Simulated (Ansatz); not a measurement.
InCuS2:
```yaml
crystal:
  lattice:
    - [-2.76103, 2.76103, 5.56628]
    - [2.76103, -2.76103, 5.56628]
    - [2.76103, 2.76103, -5.56628]
  atoms:
    - { symbol: In, position: [0.50000, 0.50000, 0.00000] }
    - { symbol: In, position: [0.25000, 0.75000, 0.50000] }
    - { symbol: Cu, position: [0.75000, 0.25000, 0.50000] }
    - { symbol: Cu, position: [0.00000, 0.00000, 0.00000] }
    - { symbol: S, position: [0.87500, 0.90342, 0.52842] }
    - { symbol: S, position: [0.09658, 0.62500, 0.97158] }
    - { symbol: S, position: [0.37500, 0.34658, 0.47158] }
    - { symbol: S, position: [0.65342, 0.12500, 0.02842] }
```

Relaxed with r²SCAN. Special points in fractions of this cell's reciprocal vectors: Γ (0.000, 0.000, 0.000); X (0.000, 0.000, 0.500); P (0.250, 0.250, 0.250); N (0.000, 0.500, 0.000); M (0.500, 0.500, -0.500); S (0.312, 0.688, -0.312); S0 (-0.312, 0.312, 0.312); R (-0.123, 0.123, 0.500); G (0.500, 0.500, -0.123).

Question: List the band energies nearest the valence-band maximum at these points for r²SCAN (plane waves, PAW; program Ansatz).

Answer: In eV from the valence-band maximum; about four levels below and three above (degenerate sets whole), none deeper than 8.9 eV; points with the same levels are listed once.

```
k                          below                above
-  -----------------------------  -------------------
Γ         -1.40 -0.02 -0.02 0.00       0.36 2.25 2.55
X        -0.73 -0.73 -0.43 -0.43  1.56 1.56 3.89 3.89
P        -0.74 -0.74 -0.55 -0.55  1.79 1.79 3.71 3.71
N  -1.16 -1.15 -1.08 -0.89 -0.44       2.38 2.82 3.63
M        -1.07 -1.07 -0.78 -0.78  2.16 2.16 2.28 2.28
S        -1.23 -0.92 -0.67 -0.56       2.39 2.66 2.77
R        -0.76 -0.76 -0.58 -0.58  1.77 1.77 4.20 4.20
```

Space group I-42d (chalcopyrite). The r²SCAN relaxation kept the symmetry of its start. The run is not spin-polarised. Scalar-relativistic: spin–orbit coupling is off unless named, which matters more the heavier the elements.

Potentials: the earlier of the program's two PAW sets.
